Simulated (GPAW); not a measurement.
# Sn (I4/mmm) in GPAW: single point with PBE

Aim: the single point of Sn with PBE.

Everything below comes from runs of GPAW 26.7.0. Logs are shortened: lines on timing, memory, paths and dates and some standing lists are left out, and cuts for length are marked. The log counts tension as positive stress, the text compression.

## (1) The structure

The structure is tetragonal, space group I4/mmm (No. 139). Conventional cell: a = 4.058 Å, b = 4.058 Å, c = 3.322 Å, α = 90.00°, β = 90.00°, γ = 90.00°. Sn (site symmetry 4/mmm) is surrounded by 10 Sn at 3.32 Å.

This isn't the form of Sn at room conditions, which is tetragonal (white tin).

## (2) Single point, PBE

run.py reads:

```python
from ase.io import read
from gpaw import PW
from gpaw.dft import DFT

atoms = read('POSCAR')

dft = DFT(atoms,
          mode=PW(600),
          xc='PBE',
          kpts={'size': (10, 10, 10), 'gamma': True},
          occupations={'name': 'fermi-dirac', 'width': 0.05},
          nbands=14,
          convergence={'density': 1e-05, 'energy': 1e-05},
          maxiter=150,
          txt='gpaw.txt')
print(f'Energy: {dft.calculate_energy():.6f} eV')
print('Forces (eV/A):')
print(dft.calculate_forces().round(4))
print('Stress (eV/A^3):', dft.calculate_stress().round(6))
dft.write_gpw_file('gs.gpw')
```

POSCAR reads:

```
Sn
1.0
   -2.0291894110      2.0291894110      1.6607599896
    2.0291894110     -2.0291894110      1.6607599896
    2.0291894110      2.0291894110     -1.6607599896
Sn
1
Direct
    0.0000000000      0.0000000000      0.0000000000
```

Potentials or basis: GPAW PAW data sets (gpaw-data 1.2.1), pw.

Run with:

```bash
$ OMP_NUM_THREADS=1 python run.py
```

gpaw.txt:

```text
Diagonalizing LCAO Hamiltonian
Converting LCAO to pw mode

       Sn

Atoms  # Å, Bohr magnetons
|   | symbol |        x |        y |        z |    initial magnetic moments |
|---|--------|----------|----------|----------|-----------------------------|
| 0 |     Sn | 0.000000 | 0.000000 | 0.000000 | ( 0.0000,  0.0000,  0.0000) |

Unit cell  # Å
| periodic |         x |         y |         z |  lengths |     angles |
|----------|-----------|-----------|-----------|----------|------------|
|      yes | -2.029189 |  2.029189 |  1.660760 | 3.315621 | 104.530205 |
|      yes |  2.029189 | -2.029189 |  1.660760 | 3.315621 | 104.530205 |
|      yes |  2.029189 |  2.029189 | -1.660760 | 3.315621 | 119.882259 |

Number of symmetries: 16
Symmetry operations  # r_c * U_cc + t_c -> r_c
|    | kind |            matrix            |
|----|------|------------------------------|
|  0 |  σ   |  1, 1, 1,  0, 0,-1,  0,-1, 0 |
|  1 |  C4  |  1, 1, 1,  0, 0,-1, -1, 0, 0 |
|  2 |  E   |  1, 0, 0,  0, 1, 0,  0, 0, 1 |
|  3 |  σ   |  1, 0, 0,  0, 1, 0, -1,-1,-1 |
|  4 |  σ   |  0, 1, 0,  1, 0, 0,  0, 0, 1 |
|  5 |  C2  |  0, 1, 0,  1, 0, 0, -1,-1,-1 |
|  6 |  C2  |  0, 0, 1, -1,-1,-1,  1, 0, 0 |
|  7 |  S4  |  0, 0, 1, -1,-1,-1,  0, 1, 0 |
|  8 |  C4  |  0, 0,-1,  1, 1, 1,  0,-1, 0 |
|  9 |  σ   |  0, 0,-1,  1, 1, 1, -1, 0, 0 |
| 10 |  σ   |  0,-1, 0, -1, 0, 0,  1, 1, 1 |
| 11 |  C2  |  0,-1, 0, -1, 0, 0,  0, 0,-1 |
| 12 |  C2  | -1, 0, 0,  0,-1, 0,  1, 1, 1 |
| 13 |  i   | -1, 0, 0,  0,-1, 0,  0, 0,-1 |
| 14 |  S4  | -1,-1,-1,  0, 0, 1,  1, 0, 0 |
| 15 |  C2  | -1,-1,-1,  0, 0, 1,  0, 1, 0 |

BZ-sampling:
  Number of BZ points: 1000
  Number of IBZ points: 102

  Monkhorst-Pack size: [10, 10, 10]
  Monkhorst-Pack shift: [0.05, 0.05, 0.05]

K-points  # in reciprocal-cell coordinates
|     |                                coordinates |     weight |
|-----|--------------------------------------------|------------|
|   0 | (  0.00000000,   0.00000000,   0.00000000) | 0.00100000 |
|   1 | (  0.10000000,  -0.10000000,   0.00000000) | 0.00400000 |
|   2 | (  0.10000000,  -0.10000000,   0.10000000) | 0.00400000 |
|   3 | (  0.10000000,   0.00000000,   0.00000000) | 0.00800000 |
|   4 | (  0.10000000,   0.10000000,  -0.10000000) | 0.00200000 |
|   5 | (  0.20000000,  -0.20000000,   0.00000000) | 0.00400000 |
|   6 | (  0.20000000,  -0.20000000,   0.10000000) | 0.00800000 |
|   7 | (  0.20000000,  -0.20000000,   0.20000000) | 0.00400000 |
|   8 | (  0.20000000,  -0.10000000,   0.00000000) | 0.01600000 |
|   9 | (  0.20000000,  -0.10000000,   0.10000000) | 0.00800000 |
| ... |                                            |            |
| 101 | (  0.50000000,   0.50000000,   0.50000000) | 0.00100000 |

Plane wave coefficients: 937
Cutoff: 600.0 eV

Spin-components: 1 (collinear spins)
Bands:           14
Projectors:      6
Spin-degeneracy: 2
Datatype:        complex128

Parallelization:
  kpt:    1
  domain: 1
  band:   1

Density:
  Valence electrons: 14.0
  Components: 1
  Grid points: [20 20 20]
  Charge: 0.0  # |e|

Potential:
  Grid points: [20 20 20]

species:
  Sn:
    name:    Tin
    Z:       50.0
    valence: 14
    core:    36
    charge:  0.0  # [|e|]
    compensation charges:
      type: gauss
      rc: 0.38  # [Å]
      lmax: 2
    cutoffs:
      filter: 2.23  # [Å]
      core: 2.35  # [Å]
    projectors
    | kind |    occ | energy [eV] | rcut [Å] |
    |------|--------|-------------|----------|
    |   5s |  2.000 |     -10.538 |    1.201 |
    |   5p |  2.000 |      -3.696 |    1.270 |
    |   4d | 10.000 |     -25.845 |    1.185 |
    |    s |        |      16.674 |    1.201 |
    |    p |        |      23.515 |    1.270 |
    |    d |        |       1.367 |    1.185 |

    Using partial waves for Sn as LCAO basis

Reference energy: -168010.693307  # eV

eigensolver:
  PPCG
  Converge bands: occupied
  niter=2

density mixing:
  MSR1-Mixer
  Pratt-step length: 0.05
  Maximum mixing coefficient: 0.75
  Old densities: 10
  SVD Regularization: 0.005
  Good broyden scale: 1.0
  Trust region scale: 1.0
  Backstep threshold: 4.0
  History deletion threshold: 6.0
  Fourier metric: weight=20.0, sigma=0.015

occupation numbers:
  Fermi-Dirac:
    width: 0.0500  # eV

poisson solver:
  ecut: 4800.0  # eV

xc functional:
  name: PBE with 2 nearest neighbor stencil

convergence criteria:
- Maximum integral of absolute [dens]ity change: 1e-05 electrons / valence electron
- Maximum [total energy] change in last 3 cyles: 1e-05 eV / valence electron
- Maximum integral of absolute [eigenst]ate change: 4e-08 eV^2 / valence electron
maximum number of iterations: 150

SCF iterations
|iter     | |      energy | eigst |  dens |
|---------|-|-------------|-------|-------|
|iter:   1| |   -3.994484 | -0.16 |       |
|iter:   2| |   -3.993891 | -2.69 | -1.76 |
|iter:   3| |   -3.983965 | -2.81 | -1.79 |
|iter:   4| |   -3.984279 | -3.72 | -2.33 |
|iter:   5| |   -3.984379 | -4.75 | -2.95 |
|iter:   6| |   -3.984385c| -6.08 | -3.80 |
|iter:   7| |   -3.984386c| -7.31 | -4.50 |
|iter:   8| |   -3.984386c| -8.04c| -5.18c|
SCF steps: 8
Energy contributions relative to reference atoms: (reference = -168010.693307)

Energy contributions:
  Kinetic:           4.499919
  Coulomb:          -4.383140
  Zero:              0.002587
  External:          0.000000
  Xc:               -4.101398
  Entropy:          -0.004709
  Spinorbit:         0.000000
  ----------------------------
  Free energy:      -3.986740
  Extrapolated:     -3.984386

Forces  # eV/Ang
|        x |       y |        z |
|----------|---------|----------|
| -0.00000 | 0.00000 | -0.00000 |  # Sn   0

Stress tensor  # eV/Ang^3
|         x |         y |         z |
|-----------|-----------|-----------|
| -0.001295 |  0.000000 |  0.000000 |
|  0.000000 | -0.001295 |  0.000000 |
|  0.000000 |  0.000000 | -0.009199 |

Writing to gs.gpw (mode='')

  __  _  _
 | _ |_)|_||  |
 |__||  | ||/\| - 26.7.0

Input parameters:
  mode=PW(ecut=600.0),
  convergence={'density': 1e-05, 'energy': 1e-05},
  kpts=MonkhorstPack(size=(10, 10, 10), gamma=True),
  maxiter=150,
  nbands=14,
  occupations=Occupations(name='fermi-dirac', width=0.05),
  xc=XC(name='PBE')
# Writing to gs.gpw (mode='')
```

stdout:

```text
Energy: -3.984386 eV
Forces (eV/A):
[[-0.  0. -0.]]
Stress (eV/A^3): [-0.001295 -0.001295 -0.009199  0.        0.        0.      ]
```

Run time: 13 s. Hardware: 1 thread of AMD EPYC 7B13 (Zen 3), shared host; peak memory 0.16 GiB.

What came out:

```
Free energy            : -3.9867 eV
Pressure               : 0.6 GPa
Band gap on the k mesh : none (metal or under the smearing width)
```

Stress tensor (GPa, compression positive):
```
0.21 0.00 0.00
0.00 0.21 0.00
0.00 0.00 1.47
```

Levels at points of the mesh, in eV from the Fermi level:
| k point | band 3 | band 4 | band 5 | band 6 | band 7 | band 8 | band 9 | band 10 |
| --- | --- | --- | --- | --- | --- | --- | --- | --- |
| (0.00, 0.00, 0.00) | -21.44 | -21.43 | -21.32 | -10.99 | 6.80 | 6.80 | 9.35 | 10.27 |
| (0.50, 0.00, 0.50) | -21.36 | -21.29 | -21.27 | -5.70 | -4.12 | 3.10 | 4.36 | 7.23 |
| (0.50, 0.50, 0.00) | -21.40 | -21.37 | -21.28 | -7.21 | -4.64 | 5.82 | 7.78 | 10.40 |
| (0.50, 0.50, 0.50) | -21.29 | -21.29 | -21.26 | -3.33 | -1.53 | -1.53 | 2.56 | 3.10 |

## (3) The reference run

An earlier run on the cell as given: functional PBE; potentials or basis GPAW PAW data sets (gpaw-data 1.2.1); cutoff 600 eV; basis pw; k mesh 10 × 10 × 10; occupations fermi-dirac, width 0.05 eV; no spin polarisation.

- Pressure: 0.6 GPa
- Band gap on the k mesh: none (metal or under the smearing width)
